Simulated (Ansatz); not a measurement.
Wanted: the native input for an Ansatz 0.2.0 run.

- Task: band structure
- Functional: PBEsol
- Potentials or basis: all-electron LAPW, scalar-relativistic
- Cutoff: 231 eV (chosen from the basis error)
- Basis error allowed: 0.001 eV/atom
- k mesh: 7 × 7 × 7
- Occupations: fermi-dirac, width 0.05 eV
- Spin: no spin polarisation

Crystal: Pb.

```xyz
2
Lattice="0.0000 3.4390 3.4390 3.4390 0.0000 3.4390 3.4390 3.4390 0.0000" Properties=species:S:1:pos:R:3 pbc="T T T"
Pb    1.7195    1.7195    1.7195
Pb    0.0000    0.0000    0.0000
```

This isn't the form of Pb at room conditions, which is fcc.

One way to write it, as run:

input.yaml

```yaml
crystal:
  lattice:
    - [0.0, 3.4390000555, 3.4390000555]
    - [3.4390000555, 0.0, 3.4390000555]
    - [3.4390000555, 3.4390000555, 0.0]
  atoms:
    - { symbol: Pb, position: [0.25, 0.25, 0.25] }
    - { symbol: Pb, position: [0.0, 0.0, 0.0] }
kpoints:
  mp_grid: { grid: [7, 7, 7] }
  band_path:
    path:
      - [0.0, 0.0, 0.0]
      - [0.5, 0.0, 0.5]
      - [0.5, 0.25, 0.75]
      - [0.375, 0.375, 0.75]
      - [0.0, 0.0, 0.0]
      - [0.5, 0.5, 0.5]
      - [0.625, 0.25, 0.625]
      - [0.5, 0.25, 0.75]
    npoints: 12
scf:
  occupations: { method: fermi_dirac, width: 0.05 }
hamiltonian:
  xc: pbesol
  pseudopotentials: { kind: all_electron, lapw: { basis_error: 0.001 } }
output:
  forces: true
  stress: true
  eigenvalues: true
```

Potentials or basis: all-electron LAPW, scalar-relativistic.

Launch:

```console
$ ansatz run input.yaml --threads 1 --pin off --max-ram 3072MiB --backend cpu --events-out ev --progress --plain --runs-dir out
```

It gave:

* Pressure: 0.5 GPa
* Band gap along the path: none (metal or under the smearing width)

Caveat: spin-orbit coupling is left out, which moves the levels of the heavy elements.

Run time: 27 s on 1 thread of Arm Neoverse V1, with other jobs on the host, peak memory 0.3 GiB.
